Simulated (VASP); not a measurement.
WSe2, 3 atoms in the cell. The cell holds a slab with vacuum, 3 atoms: a = 3.322 Å, b = 3.322 Å, c = 21.269 Å, α = 90.00°, β = 90.00°, γ = 120.00°. 

```yaml
Program: VASP 6.6.1
Task: single point
Functional: PBE
Potentials_or_basis: VASP PAW PBE potentials, release 64 (W, Se)
Cutoff: 500 eV
k_mesh: 18 × 18 × 1
Occupations: gaussian, width 0.05 eV
Spin: no spin polarisation
Dipole_correction: yes
Further_INCAR_settings: ALGO = Fast; EDIFF = 1e-07
```

Potentials or basis: VASP PAW PBE potentials, release 64 (W, Se).

The run is started by

```bash
$ cat potpaw_PBE.64/W/POTCAR potpaw_PBE.64/Se/POTCAR > POTCAR
$ mpirun -np 1 vasp_std > vasp.out
```

Hardware: 1 thread of Intel(R) Xeon(R) Platinum 8488C (Sapphire Rapids) (shared host).

Q: How long does it take, and how much memory?

A: It took 2.2 min on 1 thread of Intel(R) Xeon(R) Platinum 8488C (Sapphire Rapids) (shared host), peak memory 0.34 GiB. Counts: scf iterations 25, k points 37.
